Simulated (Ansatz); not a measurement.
**Structure relaxation of Pt**

Method: DFT PBE, scalar-relativistic, plane waves, PAW in Ansatz. Cutoff 420 eV, Γ-centred k mesh, Gaussian smearing, no spin polarisation in the final step.

Pt was placed on the graphite structure type (P6_3/mmc, No. 194), at a guessed volume.

```xyz
4
Lattice="3.0692 0.0000 0.0000 -1.5346 2.6580 0.0000 0.0000 0.0000 8.3591" Properties=species:S:1:pos:R:3 pbc="T T T"
Pt    0.0000    0.0000    2.0898
Pt    0.0000    0.0000    6.2693
Pt    0.0000    1.7720    6.2693
Pt    1.5346    0.8860    2.0898
```

Steps on the 6×6×2 mesh (4 atoms). 12 of 23 steps are shown, and the free energy counts from the last. Trial steps that were taken back and renewals of the plane-wave basis can be among the rows.

| step | ΔF (meV/atom) | V (Å³/atom) | P (GPa) |
| --- | --- | --- | --- |
| 1 | 18219.6 | 17.05 | 495.01 |
| 3 | 7397.6 | 20.54 | 205.62 |
| 5 | 2802.2 | 24.33 | 70.18 |
| 7 | 1550.9 | 26.25 | 5.54 |
| 9 | 1470.1 | 24.05 | -0.59 |
| 11 | 1265.9 | 21.46 | -2.91 |
| 13 | 974.2 | 18.87 | -1.92 |
| 15 | 943.5 | 18.30 | -0.34 |
| 17 | 941.6 | 18.15 | -0.01 |
| 19 | 137.3 | 19.03 | 17.89 |
| 21 | 2.4 | 20.78 | -1.14 |
| 23 | 0.0 | 20.64 | -0.07 |

A final relaxation ran on a 12×12×10 mesh. The relaxed crystal, P6_3/mmc (No. 194):

```
Pt
1.0
     4.36038    0.00000    0.00000
    -2.18019    3.77620    0.00000
     0.00000    0.00000    5.04844
Pt
4
Direct
  0.00000 0.00000 0.25000
  0.00000 0.00000 0.75000
  0.33333 0.66667 0.75000
  0.66667 0.33333 0.25000
```

```
Volume per atom                    : 20.78 Å³
Density                            : 15.59 g/cm³
Energy over the standard structure : 0.93 eV/atom
Gap on the 12×12×10 mesh           : 0 eV (a metal)
```

Energies count from the standard state of Pt at the same level.

The final run used a 12×12×10 mesh on its 4-atom cell and 0.10 eV smearing. For metals, differences of a few meV/atom aren't resolved. Spin–orbit coupling is left out.

A structure relaxed within its symmetry needn't be a true minimum.